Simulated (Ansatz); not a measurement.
Crystal: HfO2.

```xyz
12
Lattice="5.2195 0.0000 0.0000 0.0000 5.0048 0.0000 0.0000 0.0000 5.0327" Properties=species:S:1:pos:R:3 pbc="T T T"
Hf    5.0472    3.6661    3.7314
Hf    2.7820    3.6661    1.2151
Hf    2.4375    1.3387    3.7314
Hf    0.1723    1.3387    1.2151
O     3.2994    4.6477    4.4251
O     4.5298    4.6477    1.9087
O     1.2211    2.7020    2.4776
O     1.3886    2.7020    4.9939
O     3.9984    2.3028    4.9939
O     3.8308    2.3028    2.4776
O     0.6896    0.3571    4.4251
O     1.9201    0.3571    1.9087
```

Measurements of this composition are mostly on another form, of space group No. 14.

| Quantity | Value |
| --- | --- |
| Program | Ansatz 0.2.0 |
| Task | single point |
| Functional | PBE |
| Potentials or basis | Ansatz PAW |
| Cutoff | 420 eV (not typed: the program's choice for these potentials) |
| k mesh | 5 × 6 × 5 |
| Occupations | fermi-dirac, width 0.05 eV |
| Spin | no spin polarisation |

On this cell: pressure 9.8 GPa; largest force 0.117 eV/Å; band gap on the k mesh 4.48 eV, indirect (least direct gap 4.68 eV).

The same run follows on a disturbed copy (atoms moved at random, drawn with an rms of 0.05 Å):

```
CELL_PARAMETERS angstrom
5.21946 0.00000 0.00000
0.00000 5.00476 0.00000
0.00000 0.00000 5.03269
ATOMIC_POSITIONS crystal
Hf 0.96174 0.73212 0.73881
Hf 0.53227 0.73612 0.24181
Hf 0.46851 0.27142 0.75413
Hf 0.03721 0.26175 0.25080
O 0.62770 0.92668 0.88079
O 0.86841 0.93107 0.38357
O 0.23989 0.53269 0.49992
O 0.27614 0.54123 0.98841
O 0.76469 0.45560 0.99350
O 0.74308 0.45565 0.48763
O 0.12419 0.06382 0.87332
O 0.36004 0.07275 0.38158
```

Problem. What does the disturbed cell give?

Solution. The energy moves by +17.3 meV/atom; pressure 10.5 GPa; largest force 1.253 eV/Å; band gap on the k mesh 4.40 eV, indirect (least direct gap 4.69 eV).

Forces in eV/Å, atoms in the order of the input:
```
Hf   0.419 -0.621  0.324
Hf   0.043 -0.408  0.356
Hf   0.118 -0.195 -0.941
Hf  -0.324  0.752 -0.737
O    0.055 -0.168  0.068
O   -0.429 -0.509 -0.129
O   -0.089  0.646 -0.461
O   -0.933 -0.019  0.725
O    0.335  0.154 -0.077
O   -0.689  0.008  0.339
O    0.609  0.931  0.577
O    0.885 -0.570 -0.043
```

Stress tensor (GPa, compression positive):
```
10.36 -0.41  0.79
-0.41 11.39  0.78
 0.79  0.78  9.80
```

Caveats: odd divisions of the mesh miss points on the zone boundary, where band edges often lie, so the gap on the mesh can be too wide; spin-orbit coupling is left out, which moves the levels of the heavy elements.

A k mesh can miss the band edges.
